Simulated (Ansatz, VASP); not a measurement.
## Sc: VASP beside Ansatz

The input INCAR:

```
PREC = Accurate
ENCUT = 520
EDIFF = 1E-7
ISMEAR = -1
SIGMA = 0.1
LREAL = F
LASPH = T
NELM = 80
ALGO = Normal
ISIF = 2
LWAVE = F
LCHARG = F
NBANDS = 12
```

Contents of KPOINTS:

```
Automatic mesh
0
Gamma
  15 15 15
```

POSCAR

```
Sc
1.0
    0.0000000000      1.7774975443      1.7774975443
    1.7774975443      0.0000000000      1.7774975443
    1.7774975443      1.7774975443      0.0000000000
Sc
1
Direct
    0.0000000000      0.0000000000      0.0000000000
```

Input for Ansatz:

```yaml
crystal:
  lattice:
    - [0.0, 1.7774975443, 1.7774975443]
    - [1.7774975443, 0.0, 1.7774975443]
    - [1.7774975443, 1.7774975443, 0.0]
  atoms:
    - { symbol: Sc, position: [0.0, 0.0, 0.0] }
kpoints:
  mp_grid: { grid: [15, 15, 15] }
scf:
  occupations: { method: fermi_dirac, width: 0.1 }
hamiltonian:
  xc: lda
  pseudopotentials: { kind: all_electron, lapw: { basis_error: 0.001 } }
output:
  forces: true
  stress: true
  eigenvalues: true
  populations: true
```

Change from the starting cell: volume scaled by 0.5, LAPW.

Alike in both runs: task single point; functional LDA; k mesh 15 × 15 × 15; occupations fermi-dirac, width 0.1 eV; no spin polarisation.

|  | VASP | Ansatz |
| --- | --- | --- |
| version | VASP 6.6.1 | Ansatz 0.2.0 |
| potentials or method | VASP PAW LDA potentials, release 64 (Sc_sv) | all-electron LAPW, scalar-relativistic |
| plane-wave cutoff (eV) | 520 | see its input |

|  | VASP | Ansatz | Ansatz less VASP |
| --- | --- | --- | --- |
| pressure (GPa) | 108.0 | 105.5 | -2.52 |

Ansatz ran all-electron here, so the differences hold the error of VASP's frozen core and of both bases.

Caveats: the cell as given lies far from equilibrium; so large a pressure means that the cell lies far from this level's equilibrium, or that cutoff or potentials fall short (VASP).
